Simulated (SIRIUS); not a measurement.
Runs of SIRIUS 7.12.0 on ZnS. Symmetry: F-43m, No. 216, cubic system. The conventional cell has a = 5.404 Å, b = 5.404 Å, c = 5.404 Å, α = 90.00°, β = 90.00°, γ = 90.00°. Around Zn (site symmetry -43m) lie 4 S at 2.34 Å. S (site symmetry -43m) is surrounded by 4 Zn at 2.34 Å. 

```csv
task,level,spin,cutoff (eV),smearing,muffin tin radii,basis cutoff (gk_cutoff),reference energy of the basis,start of the SCF,gap on the mesh (eV)
single point,PBE,off,194,fermi-dirac 0.3 eV,"S 2.13, Zn 2.22 bohr",3.78 1/bohr,0.13 Ha,LDA density,2.11
single point,PBE,off,194,fermi-dirac 0.2 eV,"S 2.13, Zn 2.22 bohr",3.78 1/bohr,0.13 Ha,LDA density,2.11
band structure,PBE,"SOC, no magnetisation",194,fermi-dirac 0.05 eV,"S 2.13, Zn 2.22 bohr",3.78 1/bohr,0.13 Ha,LDA density,(a)
single point,PBE,off,194,fermi-dirac 0.1 eV,"S 2.13, Zn 2.22 bohr",3.78 1/bohr,0.13 Ha,LDA density,2.11
single point,PBEsol,off,204,fermi-dirac 0.05 eV,"S 2.08, Zn 2.17 bohr",3.87 1/bohr,0.13 Ha,LDA density,1.97
```

Alike in all rows: potentials or basis all-electron FP-LAPW, apw+lo standard; cell as given; k mesh 9 × 9 × 9.

**Question.** Estimate the missing entries.

**Answer.** (a) 2.07.

Caveats: an odd mesh through Γ misses points on the zone boundary, where band edges often lie (some runs); spin-orbit coupling enters by second variation, whose total energy isn't converged in the number of states and isn't listed, and the forces lack its term (some runs); few first-variational states were used for spin-orbit coupling, so levels can be off by a tenth of an eV or more (some runs).

Not every run made on this cell is shown here.
